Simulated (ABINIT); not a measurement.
Runs of ABINIT 10.8.3 (patched build) on CaSe. It takes space group Fm-3m (No. 225, cubic). The conventional cell has a = 5.912 Å, b = 5.912 Å, c = 5.912 Å, α = 90.00°, β = 90.00°, γ = 90.00°. Around Se (site symmetry m-3m) lie 6 Ca at 2.96 Å. Ca (site symmetry m-3m) has 6 Se at 2.96 Å as nearest neighbours. 

```tsv
task	level	potentials or basis	cutoff (eV)	fine-grid cutoff	gap on the mesh (eV)	pressure (GPa)
band structure	PBEsol	PseudoDojo NC SR PBEsol v0.4.1 standard	1170	-	1.94	-1.1
band structure	r2SCAN	JTH PAW PBE v2.0	626	1224.51 eV	2.48	(a)
single point	PBEsol	PseudoDojo NC SR PBEsol v0.4.1 standard	1170	-	1.94	-1.1
band structure	LDA	JTH PAW LDA v2.0	517	1034.03 eV	1.86	-3.3
```

Alike in all rows: no spin polarisation; cell as given; k mesh 8 × 8 × 8; smearing fermi-dirac 0.05 eV.

Task: Estimate the missing entries.

Result: (a) 0.5.

Caveats: the PAW data sets were made with another functional, which shifts forces and pressure a little (some runs).

A k mesh can miss the band edges, and the runs leave out spin-orbit coupling on Se.

The runs don't all hold the same shells in valence.
